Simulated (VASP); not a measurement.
# CdO (Monteponite) (Fm-3m) in VASP: further runs

Runs on CdO (Monteponite). Level: LDA. Tasks: single point.

Everything below comes from runs of VASP 6.6.1. Logs are shortened: lines on timing, memory, paths and dates and some standing lists are left out, and cuts for length are marked.

## (1) The crystal as given

The structure is cubic, space group Fm-3m (No. 225). The conventional cell has a = 4.699 Å, b = 4.699 Å, c = 4.699 Å, α = 90.00°, β = 90.00°, γ = 90.00°. Cd (site symmetry m-3m) has 6 O at 2.35 Å as nearest neighbours. Around O (site symmetry m-3m) lie 6 Cd at 2.35 Å.

## (2) Single point, LDA, spin-orbit coupling, no magnetisation

INCAR reads:

```
ALGO = Normal
EDIFF = 1E-7
ENCUT = 400
GGA_COMPAT = F
ISIF = 2
ISMEAR = 0
LASPH = T
LCHARG = F
LNONCOLLINEAR = T
LORBIT = 11
LREAL = F
LSORBIT = T
LWAVE = F
MAGMOM = 0 0 0 0 0 0
NBANDS = 34
NELM = 100
PREC = Normal
SIGMA = 0.02
```

KPOINTS reads:

```
k-points
0
Gamma
  7 7 7
```

POSCAR reads:

```
CdO
1.0
    0.0000000000      2.3495000000      2.3495000000
    2.3495000000      0.0000000000      2.3495000000
    2.3495000000      2.3495000000      0.0000000000
Cd O
1 1
Direct
    0.0000000000      0.0000000000      0.0000000000
    0.5000000000      0.5000000000      0.5000000000
```

Potentials or basis: VASP PAW LDA potentials, release 64 (Cd, O).

Started as:

```console
$ cat potpaw_LDA.64/Cd/POTCAR potpaw_LDA.64/O/POTCAR > POTCAR
$ mpirun -np 1 vasp_ncl > vasp.out
```

OUTCAR:

```text
EDIFF = 1E-7
   ENCUT = 400
   ISIF = 2
   ISMEAR = 0
   LASPH = T
   LNONCOLLINEAR = T
   LORBIT = 11
   LREAL = F
   LSORBIT = T
   NELM = 100
   PREC = Normal

 Found     20 irreducible k-points:

 Following reciprocal coordinates:
            Coordinates               Weight
  0.000000  0.000000  0.000000      1.000000
  0.142857  0.000000  0.000000      8.000000
  0.285714  0.000000  0.000000      8.000000
  0.428571  0.000000  0.000000      8.000000
  0.142857  0.142857  0.000000      6.000000
  0.285714  0.142857  0.000000     24.000000
   k-points           NKPTS =     20   k-points in BZ     NKDIM =     20   number of bands    NBANDS=     34
   number of dos      NEDOS =    301   number of ions     NIONS =      2
   total plane-waves  NPLWV =   4096
   dimension x,y,z NGX =    16 NGY =   16 NGZ =   16
   dimension x,y,z NGXF=    32 NGYF=   32 NGZF=   32
   ions per type =               1   1
   NGX,Y,Z   is equivalent  to a cutoff of   8.01,  8.01,  8.01 a.u.
   NGXF,Y,Z  is equivalent  to a cutoff of  16.01, 16.01, 16.01 a.u.
 SYSTEM =  unknown system
   PREC   = normal    normal or accurate (medium, high low for compatibility)
   ISTART =      0    job   : 0-new  1-cont  2-samecut
   ICHARG =      2    charge: 1-file 2-atom 10-const
   ISPIN  =      1    spin polarized calculation?
   LNONCOLLINEAR =      T non collinear calculations
   LSORBIT =      T    spin-orbit coupling
   LASPH  =      T    aspherical Exc in radial PAW
   ENCUT  =  400.0 eV  29.40 Ry    5.42 a.u.   5.42  5.42  5.42*2*pi/ulx,y,z
   NELM   =    100;   NELMIN=  2; NELMDL= -5     # of ELM steps
   EDIFF  = 0.1E-06   stopping-criterion for ELM
   LREAL  =      F    real-space projection
   EDIFFG = 0.1E-05   stopping-criterion for IOM
   NSW    =      0    number of steps for IOM
   IBRION =     -1    ionic relax: 0-MD 1-quasi-New 2-CG
   NFREE  =      0    steps in history (QN), initial steepest desc. (CG)
   ISIF   =      2    stress and relaxation
   ISYM   =      2    0-nonsym 1-usesym 2-fastsym
   POTIM  = 0.5000    time-step for ionic-motion
   TEBEG  =    0.0;   TEEND  =   0.0 temperature during run
   PSTRESS=    0.0 pullay stress
   NELECT =      18.0000    total number of electrons
   NUPDOWN=      -1.0000    fix difference up-down
   EMIN   =  10.00;   EMAX   =-10.00  energy-range for DOS
   EFERMI =   0.00;   METHOD = LEGACY
   ISMEAR =     0;   SIGMA  =   0.02  broadening in eV -4-tet -1-fermi 0-gaus
   EFERMI_NEDOS =   21; number of points for ismear=-14 and -15
   IALGO  =     38    algorithm
   IMIX   =      4    mixing-type and parameters
     AMIX     =   0.40;   BMIX     =  1.00
     AMIX_MAG =   1.60;   BMIX_MAG =  1.00
  volume/ion in A,a.u.               =      12.97        87.52
[... 248 lines left out ...]

 VOLUME and BASIS-vectors are now :
 -----------------------------------------------------------------------------
  energy-cutoff  :      400.00
  volume of cell :       25.94
      direct lattice vectors                 reciprocal lattice vectors
     0.000000000  2.349500000  2.349500000    -0.212811236  0.212811236  0.212811236
     2.349500000  0.000000000  2.349500000     0.212811236 -0.212811236  0.212811236
     2.349500000  2.349500000  0.000000000     0.212811236  0.212811236 -0.212811236

 POSITION                                       TOTAL-FORCE (eV/Angst)
 -----------------------------------------------------------------------------------
      0.00000      0.00000      0.00000         0.000000      0.000000      0.000000
      2.34950      2.34950      2.34950        -0.000000     -0.000000     -0.000000
 -----------------------------------------------------------------------------------
    total drift:                                0.000000      0.000000      0.000000

  FREE ENERGIE OF THE ION-ELECTRON SYSTEM (eV)
  ---------------------------------------------------
  free  energy   TOTEN  =        -9.3752725220 eV

  energy  without entropy=       -9.3751352431  energy(sigma->0) =       -9.37520388

 Spin-Orbit-Coupling matrix elements

 Ion:    1  E_soc:     -0.0527964
 l=   1
     0.0000000    -0.0018117    -0.0018117
    -0.0018117     0.0000000    -0.0018117
    -0.0018117    -0.0018117     0.0000000
 l=   2
     0.0000000    -0.0014305     0.0000000    -0.0014305    -0.0055571
    -0.0014305     0.0000000    -0.0041678    -0.0014305    -0.0013893
     0.0000000    -0.0041678     0.0000000    -0.0041678     0.0000000
    -0.0014305    -0.0014305    -0.0041678     0.0000000    -0.0013893
    -0.0055571    -0.0013893     0.0000000    -0.0013893     0.0000000
 l=   3
     0.0000000     0.0000000     0.0000000     0.0000000     0.0000000     0.0000000     0.0000000
     0.0000000     0.0000000     0.0000000     0.0000000     0.0000000     0.0000000     0.0000000
     0.0000000     0.0000000     0.0000000     0.0000000     0.0000000     0.0000000     0.0000000
     0.0000000     0.0000000     0.0000000     0.0000000     0.0000000     0.0000000     0.0000000
     0.0000000     0.0000000     0.0000000     0.0000000     0.0000000     0.0000000     0.0000000
     0.0000000     0.0000000     0.0000000     0.0000000     0.0000000     0.0000000     0.0000000
     0.0000000     0.0000000     0.0000000     0.0000000     0.0000000     0.0000000     0.0000000

 Ion:    2  E_soc:     -0.0003414
 l=   1
     0.0000000    -0.0000569    -0.0000569
    -0.0000569     0.0000000    -0.0000569
    -0.0000569    -0.0000569     0.0000000
 l=   2
     0.0000000     0.0000000     0.0000000     0.0000000     0.0000000
     0.0000000     0.0000000     0.0000000     0.0000000     0.0000000
     0.0000000     0.0000000     0.0000000     0.0000000     0.0000000
     0.0000000     0.0000000     0.0000000     0.0000000     0.0000000
     0.0000000     0.0000000     0.0000000     0.0000000     0.0000000
 l=   3
     0.0000000     0.0000000     0.0000000     0.0000000     0.0000000     0.0000000     0.0000000
     0.0000000     0.0000000     0.0000000     0.0000000     0.0000000     0.0000000     0.0000000
     0.0000000     0.0000000     0.0000000     0.0000000     0.0000000     0.0000000     0.0000000
     0.0000000     0.0000000     0.0000000     0.0000000     0.0000000     0.0000000     0.0000000
     0.0000000     0.0000000     0.0000000     0.0000000     0.0000000     0.0000000     0.0000000
     0.0000000     0.0000000     0.0000000     0.0000000     0.0000000     0.0000000     0.0000000
     0.0000000     0.0000000     0.0000000     0.0000000     0.0000000     0.0000000     0.0000000

 total charge

# of ion       s       p       d       tot
------------------------------------------
    1        0.347   0.264   9.637  10.248
    2        1.587   3.345   0.000   4.932
--------------------------------------------------
tot          1.934   3.609   9.637  15.180

 magnetization (x)

# of ion       s       p       d       tot
------------------------------------------
    1       -0.000   0.000   0.000  -0.000
    2        0.000   0.000   0.000   0.000
--------------------------------------------------
tot         -0.000   0.000   0.000  -0.000

 magnetization (y)

# of ion       s       p       d       tot
------------------------------------------
    1       -0.000   0.000   0.000  -0.000
    2        0.000  -0.000   0.000  -0.000
--------------------------------------------------
tot         -0.000  -0.000   0.000  -0.000

 magnetization (z)

# of ion       s       p       d       tot
------------------------------------------
    1       -0.000   0.000   0.000  -0.000
    2        0.000   0.000   0.000   0.000
--------------------------------------------------
tot         -0.000   0.000   0.000  -0.000
```

OSZICAR:

```text
N       E                     dE             d eps       ncg     rms          rms(c)
DAV:   1     0.131494548897E+03    0.13149E+03   -0.81650E+03  1408   0.897E+02
DAV:   2    -0.511079149226E+01   -0.13661E+03   -0.12631E+03  1516   0.283E+02
DAV:   3    -0.110086891393E+02   -0.58979E+01   -0.58625E+01  1610   0.661E+01
DAV:   4    -0.110320782721E+02   -0.23389E-01   -0.23386E-01  1562   0.437E+00
DAV:   5    -0.110321397520E+02   -0.61480E-04   -0.61479E-04  1562   0.196E-01    0.105E+01
DAV:   6    -0.943596148436E+01    0.15962E+01   -0.30651E+00  1854   0.350E+01    0.928E+00
DAV:   7    -0.941247691623E+01    0.23485E-01   -0.77277E-01  1498   0.792E+00    0.482E+00
DAV:   8    -0.938248506520E+01    0.29992E-01   -0.13733E-01  1472   0.283E+00    0.942E-01
DAV:   9    -0.937529789298E+01    0.71872E-02   -0.83110E-03  1734   0.116E+00    0.179E-01
DAV:  10    -0.937530530063E+01   -0.74077E-05   -0.17162E-03  1482   0.378E-01    0.935E-02
DAV:  11    -0.937527417759E+01    0.31123E-04   -0.49901E-05  1614   0.550E-02    0.480E-02
DAV:  12    -0.937527279132E+01    0.13863E-05   -0.21022E-05  1492   0.440E-02    0.882E-03
DAV:  13    -0.937527250815E+01    0.28317E-06   -0.14084E-06  1538   0.188E-02    0.231E-03
DAV:  14    -0.937527252199E+01   -0.13838E-07   -0.92334E-08  1168   0.336E-03
   1 F= -.93752725E+01 E0= -.93752039E+01  d E =-.137279E-03  mag=    -0.0000     0.0000     0.0000
```

Run time: 6.9 s. Hardware: 1 thread of Intel Xeon Platinum 8488C (Sapphire Rapids), shared host; peak memory 0.13 GiB.

The run converged, but some of its settings lie outside the range that counts as converged, so its numbers aren't taken as properties of the crystal.

Results:

```
Free energy                                           : -9.3753 eV
Valence electrons inside the program's atomic spheres : Cd 10.25; O 4.93
```

## (3) Single point, LDA, spin-orbit coupling, no magnetisation

Changes to INCAR since step 2:

```diff
@@ -6,3 +6,3 @@
 ISMEAR = 0
-LASPH = T
+LASPH = F
 LCHARG = F
@@ -16,3 +16,3 @@
 NELM = 100
-PREC = Normal
+PREC = Accurate
 SIGMA = 0.02
```

KPOINTS is that of step 2.

POSCAR is that of step 2.

Potentials or basis: VASP PAW LDA potentials, release 64 (Cd, O).

Started as:

```console
$ cat potpaw_LDA.64/Cd/POTCAR potpaw_LDA.64/O/POTCAR > POTCAR
$ mpirun -np 1 vasp_ncl > vasp.out
```

Wall time 14 s (1 thread of Intel Xeon Platinum 8488C (Sapphire Rapids), shared host); peak memory 0.17 GiB.

The run converged, but some of its settings lie outside the range that counts as converged, so its numbers aren't taken as properties of the crystal.

Results:

| Property | Result |
| --- | --- |
| Free energy | -9.3712 eV |
| Valence electrons inside the program's atomic spheres | Cd 10.25; O 4.93 |
